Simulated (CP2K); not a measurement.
The system is PbF2 (Fluorocronite).

```
Pb F
1.0
     4.19125    0.00000    0.00000
     2.09562    3.62973    0.00000
     2.09562    1.20991    3.42214
Pb F
1 2
Direct
  0.00000 0.00000 0.00000
  0.75000 0.75000 0.75000
  0.25000 0.25000 0.25000
```

Base run:

| Quantity | Value |
| --- | --- |
| Program | CP2K 2026.2 |
| Functional | RPBE |
| Potentials or basis | POTENTIAL_UZH Pb GTH-PBE-q4, F GTH-PBE-q7; TZVP-MOLOPT-PBE-GTH basis |
| Density cutoff | 10204 eV |
| k mesh | 8 × 8 × 8 |
| Occupations | gaussian, width 0.05 eV |
| Spin | no spin polarisation |

Its results: band gap on the k mesh 4.44 eV, indirect (least direct gap 4.60 eV); pressure 5.5 GPa.

The run is repeated on the same cell with these changes: functional from RPBE to PBE. What comes out?

Band gap on the k mesh 4.33 eV, indirect (least direct gap 4.49 eV); pressure 3.5 GPa.

PBE binds more tightly than RPBE, so the same cell stands under less pressure.

Caveats: spin-orbit coupling is left out, which as a rule narrows the gap of such compounds by several tenths of an eV; the basis of atomic orbitals isn't converged, which shifts pressures, moduli and gaps; the potentials were made for another functional, which shifts forces and pressure (some runs).

A k mesh can miss the band edges.
